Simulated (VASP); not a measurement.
**LiCl in VASP 6.6.1, relaxation**

INCAR

```
ISMEAR = -1
LASPH = .TRUE.
ISIF = 3
NSW = 40
EDIFF = 1E-7
LREAL = .TRUE.
NELM = 72
IBRION = 2
ENCUT = 600
PREC = Accurate
NBANDS = 12
EDIFFG = -5E-3
SIGMA = 0.02
GGA = PE
LCHARG = .FALSE.
LWAVE = .FALSE.
```

KPOINTS

```
KPOINTS created by Atomic Simulation Environment
0
Gamma
8 8 8
0 0 0
```

POSCAR

```
Li Cl
 1.0000000000000000
     0.0000000000000000    2.2510659999999998    2.2510659999999998
     2.2510659999999998    0.0000000000000000    2.2510659999999998
     2.2510659999999998    2.2510659999999998    0.0000000000000000
 Li  Cl
   1   1
Cartesian
  0.0000000000000000  0.0000000000000000  0.0000000000000000
  2.2510659999999998  2.2510659999999998  2.2510659999999998
```

The recommended PBE PAW datasets give the neutral cell 10 valence electrons.

Command

```
mpirun -np 1 vasp_std
```

Q: Predict the outcome of this run.

A: It converged. Results: relaxed cell vector lengths 3.632, 3.632, 3.632 Å; relaxed cell volume 33.87 Å³.

OSZICAR

```
N       E                     dE             d eps       ncg     rms          rms(c)
DAV:   1     0.428564758616E+02    0.42856E+02   -0.48360E+03   696   0.883E+02
DAV:   2    -0.470562115040E+01   -0.47562E+02   -0.45665E+02   928   0.162E+02
DAV:   3    -0.665150304691E+01   -0.19459E+01   -0.19390E+01   932   0.321E+01
DAV:   4    -0.669365003072E+01   -0.42147E-01   -0.42138E-01   896   0.468E+00
DAV:   5    -0.669413629546E+01   -0.48626E-03   -0.48626E-03   952   0.461E-01    0.368E+00
DAV:   6    -0.663340457565E+01    0.60732E-01   -0.98146E-02   896   0.165E+00    0.256E+00
DAV:   7    -0.663113455516E+01    0.22700E-02   -0.48589E-02  1012   0.129E+00    0.115E+00
DAV:   8    -0.663300031262E+01   -0.18658E-02   -0.41514E-03   852   0.479E-01    0.173E-01
DAV:   9    -0.663297814156E+01    0.22171E-04   -0.67858E-05   848   0.588E-02    0.323E-02
DAV:  10    -0.663299303236E+01   -0.14891E-04   -0.28644E-05   780   0.436E-02    0.301E-02
...
DAV:   6    -0.737759655233E+01   -0.48777E-07   -0.63680E-09   360   0.687E-04
  21 F= -.73775966E+01 E0= -.73775966E+01  d E =-.434902E-04
       N       E                     dE             d eps       ncg     rms          rms(c)
DAV:   1    -0.737780103228E+01   -0.20453E-03   -0.34005E-03   696   0.337E-01    0.892E-02
DAV:   2    -0.737764219303E+01    0.15884E-03   -0.37284E-04   820   0.107E-01    0.309E-02
DAV:   3    -0.737762092484E+01    0.21268E-04   -0.80203E-05   804   0.460E-02    0.198E-02
DAV:   4    -0.737761614980E+01    0.47750E-05   -0.21177E-06  1120   0.998E-03    0.336E-03
DAV:   5    -0.737761513940E+01    0.10104E-05   -0.39118E-07   792   0.362E-03    0.119E-03
DAV:   6    -0.737761523508E+01   -0.95676E-07   -0.91009E-09   360   0.806E-04
  22 F= -.73776152E+01 E0= -.73776152E+01  d E =-.621729E-04
```

```tsv
ionic step	ΔE (meV/atom)	volume (Å³)	largest force (eV/Å)	pressure (GPa)	electronic steps
1	0.0	22.81	0.000	30.69	14
2	-354.2	30.81	0.000	4.02	11
3	-370.1	32.75	0.000	1.29	10
4	-358.6	36.86	0.000	-2.54	10
5	-372.3	34.00	0.000	-0.11	8
6	-372.3	33.74	0.000	0.14	7
7	-372.3	33.74	0.000	0.14	2
16	-372.3	33.75	0.000	0.14	2
17	-372.3	33.75	0.000	0.14	2
18	-372.3	33.75	0.000	0.13	5
19	-372.3	33.76	0.000	0.12	6
20	-372.3	33.78	0.000	0.10	6
21	-372.3	33.81	0.000	0.08	6
22	-372.3	33.87	0.000	0.01	6
```

 The volume moved far on the plane waves of the start cell, so a restart from CONTCAR is due.

For comparison, a separate PBE relaxation on usual settings, not on those above, ends at 34.02 Å³.
